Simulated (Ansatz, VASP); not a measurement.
Sc in VASP and in Ansatz

Contents of INCAR:

```
SYSTEM = Sc
ALGO = Normal
EDIFF = 1E-6
ENCUT = 520
ISIF = 2
ISMEAR = 0
LASPH = .True.
LCHARG = .False.
LREAL = .False.
LWAVE = .False.
NBANDS = 12
NELM = 100
PREC = Accurate
SIGMA = 0.15
```

The input KPOINTS:

```
k-points
0
Gamma
  18 18 18
  0 0 0
```

The input POSCAR:

```
Sc
1.0
    0.0000000000      2.2364425000      2.2023850000
    2.2364425000      0.0000000000      2.2023850000
    2.2364425000      2.2364425000      0.0000000000
Sc
1
Direct
    0.0000000000      0.0000000000      0.0000000000
```

Input for Ansatz:

```yaml
crystal:
  lattice:
    - [0.0, 2.2364425, 2.202385]
    - [2.2364425, 0.0, 2.202385]
    - [2.2364425, 2.2364425, 0.0]
  atoms:
    - { symbol: Sc, position: [0.0, 0.0, 0.0] }
basis:
  ecutwfc: 420
kpoints:
  mp_grid: { grid: [18, 18, 18] }
hamiltonian:
  xc: lda
scf:
  occupations: { method: gaussian, width: 0.15 }
output:
  forces: true
  stress: true
  eigenvalues: true
```

Change from the starting cell: strain -0.015 along x and y, -0.030 along z, atoms carried along.

Alike in both runs: task single point; functional LDA; k mesh 18 × 18 × 18; occupations gaussian, width 0.15 eV; no spin polarisation.

|  | VASP | Ansatz |
| --- | --- | --- |
| version | VASP 6.6.1 | Ansatz 0.2.0 |
| potentials or method | VASP PAW LDA potentials, release 64 (Sc_sv) | scalar-relativistic, plane waves, PAW |
| plane-wave cutoff (eV) | 520 | 420 |
| valence electrons in the cell | 11 | 11 |

|  | VASP | Ansatz | Ansatz less VASP |
| --- | --- | --- | --- |
| gap on the k mesh at the Fermi level (eV) | none | none | - |
| pressure (GPa) | 1.0 | 0.9 | -0.08 |
| largest component of the traceless stress (GPa) | 0.33 | 0.33 | -0.001 |

A gap of «none» marks a metal or a gap that the smearing closes.
